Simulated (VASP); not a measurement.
Input of a VASP 6.6.1 run:

Contents of POSCAR:

```
GaAs
1.0
    0.0000000000      2.8268500000      2.8268500000
    2.8268500000      0.0000000000      2.8268500000
    2.8268500000      2.8268500000      0.0000000000
As Ga
1 1
Direct
    0.7500000000      0.7500000000      0.7500000000
    0.0000000000      0.0000000000      0.0000000000
```

File INCAR.step1:

```
  PREC = Accurate
  ENCUT = 520
  EDIFF = 1E-8
  ISMEAR = 0
  SIGMA = 0.01
  LREAL = False
  LASPH = True
  NELM = 100
  ALGO = Fast
  LWAVE = True
  LCHARG = False
  GGA = PE
```

The input INCAR.step2:

```
  PREC = Accurate
  ENCUT = 520
  EDIFF = 1E-8
  ISMEAR = 0
  SIGMA = 0.01
  LREAL = False
  LASPH = True
  NELM = 1
  ALGO = Exact
  LWAVE = True
  LCHARG = False
  GGA = PE
  NBANDS = 280
  LOPTICS = True
  ISTART = 1
```

File INCAR.step3:

```
  PREC = Accurate
  ENCUT = 520
  EDIFF = 1E-8
  ISMEAR = 0
  SIGMA = 0.01
  LREAL = False
  LASPH = True
  ALGO = EVGW0
  LWAVE = False
  LCHARG = False
  GGA = PE
  NELMGW = 1
  NBANDS = 280
  ENCUTGW = 260
  NOMEGA = 72
  PRECFOCK = Fast
  ISTART = 1
  NBANDSGW = 17
```

KPOINTS

```
Automatic mesh
0
Gamma
  5 5 5
```

Potentials or basis: VASP PAW PBE potentials, release 64 (As_GW, Ga_d_GW).

Run with:

```bash
$ cat potpaw_PBE.64/As_GW/POTCAR potpaw_PBE.64/Ga_d_GW/POTCAR > POTCAR
$ cp INCAR.step1 INCAR
$ mpirun -np 1 vasp_std > vasp.out
$ cp INCAR.step2 INCAR
$ mpirun -np 1 vasp_std > vasp.out
$ cp INCAR.step3 INCAR
$ mpirun -np 1 vasp_std > vasp.out
```

Predict the quasiparticle gap.

1.34 eV.

Predict the least direct quasiparticle gap.

1.34 eV.

Predict the band gap on the k mesh, mean-field level.

0.51 eV, direct.

Caveat: bands, screening cutoff and mesh are small and nothing is extrapolated, so the quasiparticle values aren't converged.

**What was measured.**

“Evidence of valence band perturbations in GaAsN/GaAs(001): A combined variable-angle spectroscopic ellipsometry and modulated photoreflectance investigation”, 2008, arxiv:0805.2212 reports, for a bulk crystal of GaAs at 300 K: band gap 1.418 ± 0.005 eV (direct).

Against the measured gap of GaAs, 1.418 eV (direct; 300 K; “Evidence of valence band perturbations in GaAsN/GaAs(001): A combined variable-angle spectroscopic ellipsometry and modulated photoreflectance investigation”, 2008, arxiv:0805.2212), the calculated 1.34 eV is off by -0.08 eV. 3 values of this kind are on record (1.412 to 1.51 eV); this one was drawn at random among those near their median, those with a stated uncertainty first. Spin-orbit coupling on As, Ga is left out. The value is that of G0W0 on PBE, without temperature or zero-point motion.
